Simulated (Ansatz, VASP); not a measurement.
One calculation of CdS, two programs

```
CELL_PARAMETERS angstrom
0.00000 2.65873 2.65873
2.65873 0.00000 2.65873
2.65873 2.65873 0.00000
ATOMIC_POSITIONS crystal
Cd 0.99363 0.00637 0.00637
S 0.52233 0.47767 0.47767
```

Change from the starting cell: mode 4 frozen in at -0.122 Å, equal normal strain along x, y and z -0.0250.

Alike in both runs: task single point; functional r2SCAN; k mesh 8 × 8 × 8; occupations gaussian, width 0.05 eV; no spin polarisation.

|  | VASP | Ansatz |
| --- | --- | --- |
| version | VASP 6.6.1 | Ansatz 0.2.0 |
| potentials or method | VASP PAW PBE potentials, release 64 (Cd, S) | scalar-relativistic, plane waves, PAW |
| plane-wave cutoff (eV) | 520 | 500 |
| valence electrons in the cell | 18 | 26 |

|  | VASP | Ansatz | Ansatz less VASP |
| --- | --- | --- | --- |
| gap on the k mesh at the Fermi level (eV) | 0.77 | 0.79 | +0.020 |
| least direct gap on the mesh (eV) | 2.88 | 2.92 | +0.041 |
| pressure (GPa) | 9.0 | 8.3 | -0.69 |
| largest component of the traceless stress (GPa) | 2.35 | 2.29 | -0.057 |
| rms of the force components (eV/Å) | 0.329 | 0.318 | -0.0108 |

Atom by atom the forces differ by 0.011 eV/Å (rms over components). The functional is the same, so the differences come from potentials, cutoffs and numerics. The two sets of potentials don't hold the same shells in valence.

Caveats: the PAW data sets were made with another functional, which shifts forces and pressure a little (VASP). A k mesh can miss the band edges.
